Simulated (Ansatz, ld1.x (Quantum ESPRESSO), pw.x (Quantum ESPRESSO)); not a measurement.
## What a changed setting does to a pw.x run (sc Ga)

Potential: ultrasoft, ld1.x (Quantum ESPRESSO) 7.5, PBE; core [Ar] 3d10, reference 4s2 4p1; waves: 4s (bound): rcut 1.50, rcutus 1.75 bohr; 4s channel at 0.35 Ry: rcut 1.50, rcutus 1.75 bohr; 4p (bound): rcut 2.00, rcutus 2.35 bohr; 4p channel at 1.4 Ry: rcut 2.00, rcutus 2.35 bohr; 4d channel at 0.35 Ry: rcut 2.30, rcutus 2.50 bohr; 4d channel at 0.8 Ry: rcut 2.30, rcutus 2.50 bohr; local part: all-electron potential smoothed inside 2.40 bohr (lloc = -2); core correction: a·sin(br)/r model core inside 2.06 bohr; augmentation: PSQ, radius 1.65 bohr.

The reference run (k-mesh 12³, cutoffs 40/320 Ry, Fermi–Dirac 0.01 Ry, mixing_beta 0.4, conv_thr 1e-9, no spin) gives -0.38 GPa at 20.335 Å³/atom, where all-electron LAPW gives -0.45 GPa. This run, with its own iteration cap, changes smearing to gauss.

```
&control
  calculation='scf', prefix='x', pseudo_dir='./', outdir='./tmp', tstress=.true., disk_io='none'
/
&system
  ibrav=0, nat=1, ntyp=1, ecutwfc=40, ecutrho=320, nbnd=8,
  occupations='smearing', smearing='gauss', degauss=0.01
/
&electrons
  conv_thr=1e-09, mixing_beta=0.4, electron_maxstep=70
/
ATOMIC_SPECIES
Ga 1.0 Ga.UPF
CELL_PARAMETERS angstrom
  2.72948928 0.00000000 0.00000000
  0.00000000 2.72948928 0.00000000
  0.00000000 0.00000000 2.72948928
ATOMIC_POSITIONS crystal
Ga 0.0000 0.0000 0.0000
K_POINTS automatic
12 12 12 0 0 0
```

```bash
pw.x < Ga.scf.in > Ga.scf.out
```

Question: How does the run end?

Answer: It converges in 5 iterations; the free energy moves by +9.5 meV/atom and the pressure by -0.08 GPa. Gaussian smearing of the same width is narrower in effect than Fermi–Dirac, so its quadratic term in F is smaller.

```
Message from routine setup:
     using ibrav=0 with symmetry is DISCOURAGED, use correct ibrav instead
     lattice parameter (alat)  =       5.1580  a.u.
     unit-cell volume          =     137.2274 (a.u.)^3
     number of electrons       =         3.00
     number of Kohn-Sham states=            8
     kinetic-energy cutoff     =      40.0000  Ry
     charge density cutoff     =     320.0000  Ry
     scf convergence threshold =      1.0E-09
     Exchange-correlation= PBE
     number of k points=    84  Gaussian smearing, width (Ry)=  0.0100
     iteration #  1     ecut=    40.00 Ry     beta= 0.40
     total energy              =      -5.13113181 Ry
     estimated scf accuracy    <       0.00210153 Ry
     iteration #  2     ecut=    40.00 Ry     beta= 0.40
     total energy              =      -5.13113405 Ry
     estimated scf accuracy    <       0.00069255 Ry
     iteration #  3     ecut=    40.00 Ry     beta= 0.40
     total energy              =      -5.13117336 Ry
     estimated scf accuracy    <       0.00000733 Ry
     iteration #  4     ecut=    40.00 Ry     beta= 0.40
     total energy              =      -5.13117433 Ry
     estimated scf accuracy    <       0.00000002 Ry
     iteration #  5     ecut=    40.00 Ry     beta= 0.40
     the Fermi energy is     4.8876 ev
!    total energy              =      -5.13117435 Ry
     estimated scf accuracy    <          8.4E-10 Ry
     smearing contrib. (-TS)   =      -0.00014301 Ry
     The total energy is F=E-TS. E is the sum of the following terms:
     one-electron contribution =       2.22568618 Ry
     hartree contribution      =       0.06052945 Ry
     xc contribution           =      -2.46654113 Ry
     ewald contribution        =      -4.95070583 Ry
     convergence has been achieved in   5 iterations
          total   stress  (Ry/bohr**3)                   (kbar)     P=       -4.58
     Message from routine punch:
     Nothing written, as per user request (disk_io='none')
```

The run took about 4.4 s on one core of a shared host (Neoverse-V2, 96 threads, 742 GiB, load 28).
